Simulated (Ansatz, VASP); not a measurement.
## TaN: VASP beside Ansatz

File INCAR:

```
PREC     = Accurate       # precision mode
ENCUT    = 520            # plane-wave cutoff, eV
EDIFF    = 1E-6           # SCF threshold, eV
ISMEAR   = 0              # smearing method
SIGMA    = 0.15           # smearing width, eV
LREAL    = F              # projectors in reciprocal space
LASPH    = T              # aspherical terms in the spheres
NELM     = 60             # most SCF steps
ALGO     = Normal         # electronic algorithm
ISIF     = 2              # what is computed and relaxed
LWAVE    = F              # write WAVECAR
LCHARG   = T              # write CHGCAR
GGA      = PS             # functional
LELF     = T              # ELF
LVHAR    = T            
NBANDS   = 15             # bands
```

The input KPOINTS:

```
regular mesh
0
Gamma
  18 18 16
```

File POSCAR:

```
TaN
1.0
    2.8875000000      0.0000000000      0.0000000000
   -1.4437500000      2.5006483534      0.0000000000
    0.0000000000      0.0000000000      2.7990000000
Ta N
1 1
Direct
    0.3333333333      0.6666666667      0.5000000000
    0.0000000000      0.0000000000      0.0000000000
```

Input for Ansatz:

```yaml
crystal:
  lattice:
    - [2.8875, 0.0, 0.0]
    - [-1.44375, 2.5006483534, 0.0]
    - [0.0, 0.0, 2.799]
  atoms:
    - { symbol: Ta, position: [0.3333333333, 0.6666666667, 0.5] }
    - { symbol: "N", position: [0.0, 0.0, 0.0] }
basis:
  ecutwfc: 520.0
kpoints:
  mp_grid: { grid: [18, 18, 16] }
hamiltonian:
  xc: pbesol
scf:
  occupations: { method: gaussian, width: 0.15 }
output:
  forces: true
  stress: true
  eigenvalues: true
```

Alike in both runs: task single point; functional PBEsol; k mesh 18 × 18 × 16; occupations gaussian, width 0.15 eV; no spin polarisation.

|  | VASP | Ansatz |
| --- | --- | --- |
| version | VASP 6.6.1 | Ansatz 0.2.0 |
| potentials or method | VASP PAW PBE potentials, release 64 (Ta_pv, N) | scalar-relativistic, plane waves, PAW |
| plane-wave cutoff (eV) | 520 | 520 |
| valence electrons in the cell | 16 | 18 |

```tsv
	VASP	Ansatz	Ansatz less VASP
gap on the k mesh at the Fermi level (eV)	none	none	-
pressure (GPa)	22.0	20.9	-1.13
largest component of the traceless stress (GPa)	7.98	7.79	-0.192
```

A gap of «none» marks a metal or a gap that the smearing closes. The two sets of potentials don't hold the same shells in valence.

Caveats: so large a pressure means that the cell lies far from this level's equilibrium, or that cutoff or potentials fall short (VASP); the potentials were made for another functional, which shifts forces and pressure (VASP). Spin-orbit coupling is left out, which matters for the levels of Ta.
